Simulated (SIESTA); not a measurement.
The system is ZnSe (Stilleite).

```
Se Zn
1.0
     0.00000    2.83380    2.83380
     2.83380    0.00000    2.83380
     2.83380    2.83380    0.00000
Se Zn
1 1
Direct
  0.75000 0.75000 0.75000
  0.00000 0.00000 0.00000
```

Base run:

| Item | Value |
| --- | --- |
| Program | SIESTA 5.4.2 |
| Functional | AM05 |
| Potentials or basis | PseudoDojo 0.4 standard (PBEsol files) |
| Basis | DZP (energy shift 0.003 Ry; two zetas on semicore shells) |
| Grid cutoff | 800 Ry |
| Energy shift | 0.003 Ry |
| k mesh | 8 × 8 × 8 |
| Occupations | fermi-dirac, width 0.05 eV |
| Spin | no spin polarisation |

Its results: band gap on the k mesh 1.54 eV, direct; pressure -0.5 GPa.

**Question.** The run is repeated on the same cell with these changes: functional from AM05 to PBEsol. What comes out?

**Answer.** Band gap on the k mesh 1.47 eV, direct; pressure -0.8 GPa.

Caveats: short orbitals over semicore shells can move pressures by several GPa; the valence orbitals were made in a potential fitted to the semicore shell under them, which widens gaps by tenths of an eV or more; the basis of atomic orbitals isn't converged, which shifts pressures, moduli and gaps; the potentials were made for another functional, which shifts forces and pressure (some runs).

Not every run made on this cell is shown here.
